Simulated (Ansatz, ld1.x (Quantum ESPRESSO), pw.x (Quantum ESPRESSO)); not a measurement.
## strontium (bcc): variants of one RRKJ potential in the solid

* Element: Sr (Z = 38)
* Generator: ld1.x (Quantum ESPRESSO) 7.5
* Type: norm-conserving RRKJ (Kleinman–Bylander form)
* Functional: PBE
* Relativity: scalar-relativistic
* Frozen core: [Kr]
* Valence charge: 2
* Reference configuration: 4d0 5s1.5 5p0 (charge +0.5)
* Partial waves: 5p (bound, empty): rc 3.70 bohr; 4d (bound, empty): rc 3.75 bohr; 5s (bound): rc 3.40 bohr
* Local potential: the s channel
* Core correction: none
* rho0: 0.02

Crystal test: bcc Sr in pw.x 7.5, no spin, 10³ k-points, Fermi–Dirac smearing 0.01 Ry, cutoffs set for each file from its atomic test. The reference is all-electron LAPW (Ansatz 0.2.0) with the same functional, mesh and smearing; V0 and B0 come from Birch–Murnaghan fits to the pressures at five volumes. Errors are pseudo minus all-electron; Δ is the rms difference of the E(V) curves that follow from these fits, minima aligned, over ±6 % about the mean V0. Mesh and smearing are coarse, so the numbers serve the comparison and aren't converged zero-temperature values; the lattice is a test structure that the element need not adopt.

All-electron: a0 = 4.780 Å (V0 = 54.61 Å³/atom), B0 = 11.4 GPa.

Base: This is a poor potential for the solid.

1 further variants are left out: they gave no file fit for a test, a broken result, the same result as the base, or pressures whose basis-set error rivals the error shown.

A dash in a converged row means that the minimum lies outside the volumes sampled.

| change | cutoffs (Ry) | pw.x | a0 (Å) | a0 error (%) | B0 error (%) | Δ (meV/atom) | mean pressure error (GPa) |
| --- | --- | --- | --- | --- | --- | --- | --- |
| base | 35/140 | converged | 4.726 | -1.14 | -11.9 | 4.4 | -0.34 |
| all radii scaled by about 0.93 (s 3.16, p 3.42, d 3.48 bohr) | 35/140 | converged | 4.721 | -1.25 | -10.6 | 4.9 | -0.37 |
| all radii scaled by about 1.17 (s 3.98, p 4.32, d 4.38 bohr) | 35/140 | converged | 4.729 | -1.07 | -15.8 | 4.1 | -0.31 |
| all radii scaled by about 1.33 (s 4.52, p 4.92, d 5.00 bohr) | 35/140 | converged | – | – | – | – | -0.65 |

(1) Give the row for: all radii scaled by about 1.05 (s 3.56, p 3.88, d 3.92 bohr).

Answers

(1) pw.x: converged; mean pressure error (GPa): -0.31; a0 (Å): 4.731; a0 error (%): -1.04; B0 error (%): -13.0; Δ (meV/atom): 4.0.
